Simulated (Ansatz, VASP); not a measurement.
**Two plane-wave programs on Fe**

```
Fe
1.0
     4.21277    0.00000    0.00000
    -2.10638    3.64836    0.00000
     0.00000    0.00000    2.39215
Fe
3
Direct
  0.00000 0.00000 0.00000
  0.33333 0.66667 0.50000
  0.66667 0.33333 0.50000
```

Alike in both runs: functional r2SCAN; k mesh 6 × 6 × 6; occupations gaussian, width 0.1 eV; collinear spin.

Ansatz relaxed the structure, and its values are those at the end. VASP's run is a single point on that final structure, the one shown.

|  | VASP | Ansatz |
| --- | --- | --- |
| version | VASP 6.6.1 | Ansatz 0.2.0 |
| potentials or method | VASP PAW PBE potentials, release 64 (Fe) | scalar-relativistic, plane waves, PAW |
| plane-wave cutoff (eV) | 520 | 500 |
| valence electrons in the cell | 24 | 48 |

Ansatz gave:

* gap on the k mesh at the Fermi level (eV): none
* pressure (GPa): -0.1
* net moment per atom (μB): 2.81
* size of the moment on the site where the two differ most (μB): 2.91

Problem. Which values does VASP return?

Solution. gap on the k mesh at the Fermi level (eV): none; pressure (GPa): -0.5; net moment per atom (μB): 2.80; size of the moment on the site where the two differ most (μB): 2.85.

Site moments also hang on the region over which each program counts them. A gap of «none» marks a metal or a gap that the smearing closes. The functional is the same, so the differences come from potentials, cutoffs and numerics. The two sets of potentials don't hold the same shells in valence.

Caveats: the k mesh is coarse (spacing up to 0.44 Å⁻¹), so the values aren't converged; the PAW data sets were made with another functional, which shifts forces and pressure a little (VASP).
